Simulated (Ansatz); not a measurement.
SrTe (Fm-3m) from a database structure, relaxed with r2SCAN: space group Fm-3m (No. 225), cubic; a = 6.705 Å in the conventional setting, 37.68 Å³ an atom. Sr has 6 Te at 3.35 Å; Te has 6 Sr at 3.35 Å. One-shot G0W0@PBE in the PAW code Ansatz on a 4×4×4 mesh (contour deformation, no spin-orbit coupling), from a PBE gap of 1.762 eV over the mesh points (the G0W0 gap is indirect on the mesh); the number N of bands summed and the screening cutoff rise together. The values are computed, spin-unpolarised, and not measurements.

```csv
N,cutoff (eV),1000/N,G0W0 gap (eV)
237,120,4.219,2.867
571,220,1.751,2.943
```

Q: Lay a straight line in 1000/N through these rows.

A: The slope is -0.0308 eV per unit of 1000/N and the intercept 2.997 eV.

Q: Predict the gap at N = 1038 (300 eV).

A: 2.997 + (-0.0308) × 0.963 = 2.967 eV; the run gives 2.965 eV, -0.002 eV from the line.

Q: With that run's result added, what limit do the last two rows suggest?

A: Their slope is (2.965 − 2.943)/(0.963 − 1.751) = -0.0279, which meets 1/N = 0 at 2.99 eV, against 2.997 eV from the first line. The two lines nearly agree; the k mesh isn't extrapolated.

Spin-orbit coupling is left out, which matters wherever the heavy atoms make up the band edges.
